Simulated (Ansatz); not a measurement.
The system is MnO2.

```xyz
6
Lattice="2.9042 0.0000 0.0000 0.0000 3.8448 0.0000 0.0000 0.0000 6.1643" Properties=species:S:1:pos:R:3 pbc="T T T"
Mn    1.4521    1.9224    2.1162
Mn    0.0000    0.0000    4.0481
O     1.4521    0.0000    5.1630
O     0.0000    1.9224    1.0013
O     1.4521    0.0000    2.6001
O     0.0000    1.9224    3.5642
```

Measurements of this composition are mostly on another form, of space group No. 136.

Alike in all runs: program Ansatz 0.2.0; functional r2SCAN; potentials or basis Ansatz PAW; cutoff 500 eV (not typed: the program's choice for these potentials); k mesh 7 × 5 × 4; occupations fermi-dirac, width 0.05 eV.

The same cell was started in several ways:

```tsv
start	free energy over the lowest (meV/atom)	net moment (μB)	site or absolute moments (μB)	gap
collinear spin, antiferromagnetic start of up to 4 μB	2.6	0.00	Mn +2.50, -2.50; O -0.09, +0.09, -0.00, +0.00	0.62 eV
no spin polarisation	578.4	-	-	none (metal or under the smearing width)
collinear spin, ferrimagnetic start of up to 4 μB	2.6	0.00	Mn +2.50, -2.50; O -0.09, +0.09, -0.00, +0.00	0.62 eV
collinear spin, ferromagnetic start of up to 4 μB	0.0	6.00	Mn +2.53; O +0.06, -0.02	none (metal or under the smearing width)
```

The spin-polarised runs without a constraint all converged, yet they end up to 3 meV/atom apart: a converged run can sit in a state that isn't the lowest. Allowing spin polarisation gains 578 meV/atom. A still lower state may exist.

Caveats: the cell is far from rest, so the order of the states can change on relaxing; forces of over 1 eV/Å show positions far from the minimum, so gaps and moduli don't describe the material at rest; the magnetic or orbital state may not be the lowest (some runs); semilocal functionals often make such compounds metallic where correlation or magnetic order opens a gap, which also shifts bond lengths (some runs); odd divisions of the mesh miss points on the zone boundary, where band edges often lie, so the gap on the mesh can be too wide (some runs).
